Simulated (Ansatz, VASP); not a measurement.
**Tl: VASP beside Ansatz**

```xyz
1
Lattice="-2.0097 2.0097 2.0097 2.0097 -2.0097 2.0097 2.0097 2.0097 -2.0097" Properties=species:S:1:pos:R:3 pbc="T T T"
Tl    0.0000    0.0000    0.0000
```

Alike in both runs: task single point; functional RPBE; k mesh 12 × 12 × 12; occupations fermi-dirac, width 0.1 eV; no spin polarisation.

|  | VASP | Ansatz |
| --- | --- | --- |
| version | VASP 6.6.1 | Ansatz 0.2.0 |
| potentials or method | VASP PAW PBE potentials, release 64 (Tl_d) | plane waves (420 eV) with PAW, scalar-relativistic |
| plane-wave cutoff (eV) | 520 | 420 |
| valence electrons in the cell | 13 | 13 |

VASP gave:

| Quantity | Value |
| --- | --- |
| pressure (GPa) | 0.8 |

Estimate Ansatz's values.

pressure (GPa): 0.9.

Caveats: the PAW data sets were made with another functional, which shifts forces and pressure a little (VASP). Spin-orbit coupling is left out, which matters for the levels of Tl.
